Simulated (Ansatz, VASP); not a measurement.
H2Pb: VASP beside Ansatz

Contents of INCAR:

```
PREC = Accurate ; ENCUT = 520
EDIFF = 1E-7 ; ISMEAR = -1
SIGMA = 0.05 ; LREAL = F
LASPH = T ; NELM = 100
ALGO = Normal ; ISIF = 2
LWAVE = F ; LCHARG = F
GGA = PE ; NBANDS = 15
```

Contents of KPOINTS:

```
Automatic mesh
0
Gamma
  11 11 6
```

The input POSCAR:

```
H2Pb
1.0
    3.7500520039      0.0000000000      0.0000000000
   -1.8750260019      3.2476403009      0.0000000000
    0.0000000000      0.0000000000      3.6439737521
Pb H
1 2
Direct
    0.0000000000      0.0000000000      0.0000000000
    0.3333333333      0.6666666667      0.2286228593
    0.6666666667      0.3333333333      0.7713771407
```

Input for Ansatz:

```yaml
crystal:
  lattice:
    - [3.7500520039, 0.0, 0.0]
    - [-1.8750260019, 3.2476403009, 0.0]
    - [0.0, 0.0, 3.6439737521]
  atoms:
    - { symbol: Pb, position: [0.0, 0.0, 0.0] }
    - { symbol: H, position: [0.3333333333, 0.6666666667, 0.2286228593] }
    - { symbol: H, position: [0.6666666667, 0.3333333333, 0.7713771407] }
kpoints:
  mp_grid: { grid: [11, 11, 6] }
  band_path:
    path:
      - [0.0, 0.0, 0.0]
      - [0.5, 0.0, 0.0]
      - [0.3333333333, 0.3333333333, 0.0]
      - [0.0, 0.0, 0.0]
      - [0.0, 0.0, 0.5]
      - [0.5, 0.0, 0.5]
      - [0.3333333333, 0.3333333333, 0.5]
      - [0.0, 0.0, 0.5]
      - [0.5, 0.0, 0.5]
    npoints: 14
scf:
  occupations: { method: fermi_dirac, width: 0.05 }
hamiltonian:
  xc: pbe
  pseudopotentials: { kind: all_electron, lapw: { basis_error: 0.001 } }
output:
  forces: true
  stress: true
  eigenvalues: true
  populations: true
  dos: { projected: true, de: 0.2, e_range: [-14, 8] }
```

The cell comes from a database or a generator and needn't be the stable form of this composition.

Alike in both runs: task single point; functional PBE; k mesh 11 × 11 × 6; occupations fermi-dirac, width 0.05 eV; no spin polarisation.

|  | VASP | Ansatz |
| --- | --- | --- |
| version | VASP 6.6.1 | Ansatz 0.2.0 |
| potentials or method | VASP PAW PBE potentials, release 64 (Pb_d, H) | all-electron LAPW, scalar-relativistic |
| plane-wave cutoff (eV) | 520 | see its input |

Ansatz gave:

| Item | Value |
| --- | --- |
| pressure (GPa) | 0.0 |

Question: Which values does VASP return?

Answer: Pressure (GPa): -0.1.

Ansatz ran all-electron here, so the differences hold the error of VASP's frozen core and of both bases.

The runs have no spin-orbit coupling, so splittings on Pb are missing.
